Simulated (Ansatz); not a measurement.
Reactions of C9H20, SMILES `CCCCCCCCC`.

Program: Ansatz. Geometries: PBE0-D4/def2-TZVP. ΔE: electronic, gas phase. CCSD(T)/CBS adds triple-zeta CCSD(T) − MP2 to the extrapolated MP2 energy (def2 sets, frozen cores). This one scheme is used for every species. Triplets are unrestricted, without spin–orbit coupling. One conformer a species, not always the lowest.

Task: Order these by ΔE at CCSD(T)/CBS, lowest first. (Estimate.)
A. `CCCCCCCCC` → `CCCCCCCC` + `[CH2]` (triplet)
B. `CCCCCCCCC` + H₂O → `CCCCO` + `CCCCC`
C. `CCCCCCCCC` + CH₄ → `CCCCCCCC` + `CC`
D. `CCCCCCCCC` + `OCF` → `CCCOCF` + `CCCCCC`
E. `CCCCCCCCC` → `CCCCCC(C)(C)C`
F. `CCCCCCCCC` + CH₃OH → `CCCCOC` + `CCCCC`

Result: E (-5.2 kcal/mol), C (-0.2 kcal/mol), F (+4.4 kcal/mol), D (+6.3 kcal/mol), B (+9.5 kcal/mol), A (+101.8 kcal/mol).

Largest T1 diagnostic: 0.011, for `[CH2]` (triplet).
